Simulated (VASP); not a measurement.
# Mo (Im-3m) in VASP: further runs

Runs on Mo. Level: PBE. Tasks: single point.

All numbers are computed with VASP 6.6.1; they aren't measurements. Logs are shortened: lines on timing, memory, paths and dates and some standing lists are left out, and cuts for length are marked.

## 1. The crystal as given

Symmetry: Im-3m, No. 229, cubic system. The conventional cell has a = 3.168 Å, b = 3.168 Å, c = 3.168 Å, α = 90.00°, β = 90.00°, γ = 90.00°. Mo (site symmetry m-3m) is surrounded by 8 Mo at 2.74 Å.

## 2. Single point, PBE

Input file INCAR:

```
ADDGRID = F
ALGO = Normal
EDIFF = 1E-7
ENCUT = 900
GGA = PE
ISIF = 2
ISMEAR = 1
LASPH = T
LCHARG = F
LREAL = F
LWAVE = F
NBANDS = 13
NELM = 100
PREC = Accurate
SIGMA = 0.2
```

Input file KPOINTS:

```
k-points
0
Gamma
  11 11 11
```

Input file POSCAR:

```
Mo
1.0
   -1.6018940000      1.6123050000      1.5868230000
    1.5840600000     -1.5829550000      1.5396390000
    1.5998790000      1.5809390000     -1.5574730000
Mo
1
Direct
   -0.0100820000     -0.0008690000      0.0196120000
```

Potentials or basis: VASP PAW PBE potentials, release 64 (Mo_sv).

The run is started by

```console
$ cat potpaw_PBE.64/Mo_sv/POTCAR > POTCAR
$ mpirun -np 1 vasp_std > vasp.out
```

OUTCAR:

```text
EDIFF = 1E-7
   ENCUT = 900
   GGA = PE
   ISIF = 2
   ISMEAR = 1
   LASPH = T
   LREAL = F
   NELM = 100
   PREC = Accurate

 Found    666 irreducible k-points:

 Following reciprocal coordinates:
            Coordinates               Weight
  0.000000  0.000000  0.000000      1.000000
  0.090909 -0.000000  0.000000      2.000000
  0.181818 -0.000000  0.000000      2.000000
  0.272727 -0.000000  0.000000      2.000000
  0.363636  0.000000  0.000000      2.000000
  0.454545  0.000000  0.000000      2.000000
   k-points           NKPTS =    666   k-points in BZ     NKDIM =    666   number of bands    NBANDS=     13
   number of dos      NEDOS =    301   number of ions     NIONS =      1
   total plane-waves  NPLWV =  21952
   dimension x,y,z NGX =    28 NGY =   28 NGZ =   28
   dimension x,y,z NGXF=    56 NGYF=   56 NGZF=   56
   ions per type =               1
   NGX,Y,Z   is equivalent  to a cutoff of  16.79, 17.13, 17.01 a.u.
   NGXF,Y,Z  is equivalent  to a cutoff of  33.59, 34.26, 34.03 a.u.
 SYSTEM =  unknown system
   PREC   = accura    normal or accurate (medium, high low for compatibility)
   ISTART =      0    job   : 0-new  1-cont  2-samecut
   ICHARG =      2    charge: 1-file 2-atom 10-const
   ISPIN  =      1    spin polarized calculation?
   LNONCOLLINEAR =      F non collinear calculations
   LSORBIT =      F    spin-orbit coupling
   LASPH  =      T    aspherical Exc in radial PAW
   ENCUT  =  900.0 eV  66.15 Ry    8.13 a.u.   6.78  6.65  6.69*2*pi/ulx,y,z
   NELM   =    100;   NELMIN=  2; NELMDL= -5     # of ELM steps
   EDIFF  = 0.1E-06   stopping-criterion for ELM
   LREAL  =      F    real-space projection
   EDIFFG = 0.1E-05   stopping-criterion for IOM
   NSW    =      0    number of steps for IOM
   IBRION =     -1    ionic relax: 0-MD 1-quasi-New 2-CG
   NFREE  =      0    steps in history (QN), initial steepest desc. (CG)
   ISIF   =      2    stress and relaxation
   ISYM   =      2    0-nonsym 1-usesym 2-fastsym
   POTIM  = 0.5000    time-step for ionic-motion
   TEBEG  =    0.0;   TEEND  =   0.0 temperature during run
   PSTRESS=    0.0 pullay stress
   NELECT =      14.0000    total number of electrons
   NUPDOWN=      -1.0000    fix difference up-down
   EMIN   =  10.00;   EMAX   =-10.00  energy-range for DOS
   EFERMI =   0.00;   METHOD = LEGACY
   ISMEAR =     1;   SIGMA  =   0.20  broadening in eV -4-tet -1-fermi 0-gaus
   EFERMI_NEDOS =   21; number of points for ismear=-14 and -15
   IALGO  =     38    algorithm
   IMIX   =      4    mixing-type and parameters
     AMIX     =   0.40;   BMIX     =  1.00
     AMIX_MAG =   1.60;   BMIX_MAG =  1.00
  volume/ion in A,a.u.               =      15.89       107.24
  Fermi-wavevector in a.u.,A,eV,Ry     =   1.569380  2.965697 33.510502  2.462952
  Thomas-Fermi vector in A             =   2.671271
   LORBIT       =      0    0 simple, 1 ext, 2 COOP (PROOUT), +10 PAW based schemes
   GGA     = PE    functional components
   LHFCALC =     F    Hartree Fock is set to
   AEXX    =    0.0000 exact exchange contribution
   IVDW    =     0    specifies the selected vdW correction
   LEPSILON=     F    determine dielectric tensor
   LRPA    =     F    only Hartree local field effects (RPA)
 non-spin polarized calculation
 Methfessel and Paxton  Order N= 1 SIGMA  =   0.20
  energy-cutoff  :      900.00
  volume of cell :       15.89
 maximum number of plane-waves:       987
   NGX = 13   NGY = 13   NGZ = 13

 number of electron      14.0000000 magnetization

 Free energy of the ion-electron system (eV)
  ---------------------------------------------------
  ext. energy  EPLUGINS =         0.00000000
  ---------------------------------------------------
  free energy    TOTEN  =       -10.90838500 eV

  energy without entropy =      -10.90577130  energy(sigma->0) =      -10.90751377

 E-fermi :  12.2505     XC(G=0): -13.2970

 val. band max:       12.2502775013   @ k =  -0.1818   0.1818   0.1818
 cond. band min:      12.2577909725   @ k =  -0.2727   0.2727   0.3636
 fundamental gap:      0.0075134711
 Fermi energy:        12.2505443976

 k-point     1 :       0.0000    0.0000    0.0000
  band No.  band energies     occupation
      1     -48.9495      2.00000
      2     -22.2791      2.00000
      3     -22.2532      2.00000
      4     -22.2267      2.00000
      5       5.1499      2.00000
      6      10.7589      2.00000
      7      11.0498      2.00000
      8      11.1810      2.00000
      9      13.8175     -0.00000
     10      14.1147     -0.00000
     11      26.9264      0.00000
     12      27.0275      0.00000
     13      27.4754      0.00000

 k-point     2 :       0.0909   -0.0000    0.0000
  band No.  band energies     occupation
      1     -48.9313      2.00000
      2     -22.3837      2.00000
      3     -22.2875      2.00000
      4     -22.2306      2.00000
      5       5.4990      2.00000
      6      10.6092      2.00000
      7      10.9781      2.00000
      8      11.4636      2.00000
      9      13.7362     -0.00000
     10      14.0022     -0.00000
     11      27.4332      0.00000
     12      27.5937      0.00000
     13      27.8220      0.00000

 k-point     3 :       0.1818   -0.0000    0.0000
  band No.  band energies     occupation
      1     -48.8819      2.00000
      2     -22.6675      2.00000
      3     -22.3738      2.00000
      4     -22.2364      2.00000
      5       6.3966      2.00000
      6      10.1607      2.00000
      7      10.7419      2.00000
      8      12.3804      0.11816
      9      13.5592     -0.00000
     10      14.0385     -0.00000
     11      27.7227      0.00000
     12      28.5733      0.00000
     13      29.2911      0.00000

 k-point     4 :       0.2727   -0.0000    0.0000
  band No.  band energies     occupation
      1     -48.8166      2.00000
      2     -23.0279      2.00000
      3     -22.4849      2.00000
      4     -22.2434      2.00000
      5       7.2384      2.00000
      6       9.6207      2.00000
      7      10.8484      2.00000
      8      13.7015     -0.00000
      9      13.7967     -0.00000
     10      14.2341     -0.00000
     11      26.8199      0.00000
     12      27.8057      0.00000
     13      31.7322      0.00000

 k-point     5 :       0.3636    0.0000    0.0000
  band No.  band energies     occupation
      1     -48.7559      2.00000
      2     -23.3481      2.00000
      3     -22.5853      2.00000
      4     -22.2497      2.00000
      5       7.3255      2.00000
      6       9.1732      2.00000
      7      12.0459      2.05477
      8      14.0113     -0.00000
      9      14.5215     -0.00000
     10      15.4304     -0.00000
     11      25.3637      0.00000
     12      25.6895      0.00000
     13      31.8472      0.00000

 k-point     6 :       0.4545    0.0000    0.0000
  band No.  band energies     occupation
      1     -48.7195      2.00000
      2     -23.5339      2.00000
      3     -22.6441      2.00000
      4     -22.2534      2.00000
      5       7.1406      2.00000
      6       8.9259      2.00000
      7      13.4783     -0.00000
      8      14.1572     -0.00000
      9      14.7542     -0.00000
     10      16.6763      0.00000
     11      23.8321      0.00000
     12      24.5054      0.00000
     13      29.7327      0.00000

 [... further k-points ...]

------------------------ aborting loop because EDIFF is reached ----------------------------------------

  FORCE on cell =-STRESS in cart. coord.  units (eV):
  Direction    XX          YY          ZZ          XY          YZ          ZX
  --------------------------------------------------------------------------------------
  -------------------------------------------------------------------------------------
  Total       -0.1844306     -0.2574150      0.2509184      0.0036003     -0.0810909      0.0473643
  in kB      -18.5940988    -25.9523033     25.2973276      0.3629809     -8.1754995      4.7752145
  external PRESSURE =      -6.4163582 kB  Pullay stress =       0.0000000 kB

 VOLUME and BASIS-vectors are now :
 -----------------------------------------------------------------------------
  energy-cutoff  :      900.00
  volume of cell :       15.89
      direct lattice vectors                 reciprocal lattice vectors
    -1.601894000  1.612305000  1.586823000     0.001971750  0.310249238  0.316949110
     1.584060000 -1.582955000  1.539639000     0.315876418 -0.002757309  0.321678072
     1.599879000  1.580939000 -1.557473000     0.314268351  0.313370033 -0.001149142

 POSITION                                       TOTAL-FORCE (eV/Angst)
 -----------------------------------------------------------------------------------
      0.02832      0.04548      3.07858        -0.000000      0.000000      0.000000
 -----------------------------------------------------------------------------------
    total drift:                               -0.000001      0.000000      0.000003

  FREE ENERGIE OF THE ION-ELECTRON SYSTEM (eV)
  ---------------------------------------------------
  free  energy   TOTEN  =       -10.9083850022 eV

  energy  without entropy=      -10.9057713007  energy(sigma->0) =      -10.90751377
```

It took 1.7 min on 1 thread of Intel Xeon 6975P-C (Granite Rapids), shared host; peak memory 0.4 GiB.

The run converged, but some of its settings lie outside the range that counts as converged, so its numbers aren't taken as properties of the crystal.

Results:

```
Free energy            : -10.9084 eV
Pressure               : -0.6 GPa
Band gap on the k mesh : none (metal or under the smearing width)
```

## 3. Single point, PBE

INCAR, as its differences from that of step 2:

```diff
@@ -3,3 +3,3 @@
 EDIFF = 1E-7
-ENCUT = 900
+ENCUT = 550
 GGA = PE
```

Input file KPOINTS:

```
k-points
0
Gamma
  15 15 15
```

Input file POSCAR:

```
Mo
1.0
   -1.5838089719      1.5838089719      1.5838089719
    1.5838089719     -1.5838089719      1.5838089719
    1.5838089719      1.5838089719     -1.5838089719
Mo
1
Direct
    0.0000000000      0.0000000000      0.0000000000
```

Potentials or basis: VASP PAW PBE potentials, release 64 (Mo_sv).

The run is started by

```console
$ cat potpaw_PBE.64/Mo_sv/POTCAR > POTCAR
$ mpirun -np 1 vasp_std > vasp.out
```

Run time: 8.5 s. Hardware: 1 thread of Intel Xeon 6975P-C (Granite Rapids), shared host; peak memory 0.15 GiB.

The run converged, but some of its settings lie outside the range that counts as converged, so its numbers aren't taken as properties of the crystal.

What came out:

```yaml
Free_energy: -10.9327 eV
Pressure: -1.0 GPa
Band_gap_on_the_k_mesh: none (metal or under the smearing width)
```

## 4. Single point, PBE

INCAR is that of step 3.

KPOINTS is that of step 3.

Input file POSCAR:

```
Mo
1.0
   -1.6018940000      1.6123050000      1.5868230000
    1.5840600000     -1.5829550000      1.5396390000
    1.5998790000      1.5809390000     -1.5574730000
Mo
1
Direct
   -0.0100820000     -0.0008690000      0.0196120000
```

The run is started by

```console
$ cat potpaw_PBE.64/Mo_sv/POTCAR > POTCAR
$ mpirun -np 1 vasp_std > vasp.out
```

Wall time 1.9 min (1 thread of Intel Xeon 6975P-C (Granite Rapids), shared host); peak memory 0.44 GiB.

These settings aren't checked as converged: the numbers below hold their error.

Results:

- Free energy: -10.9266 eV
- Pressure: -1.0 GPa
- Band gap on the k mesh: none (metal or under the smearing width)
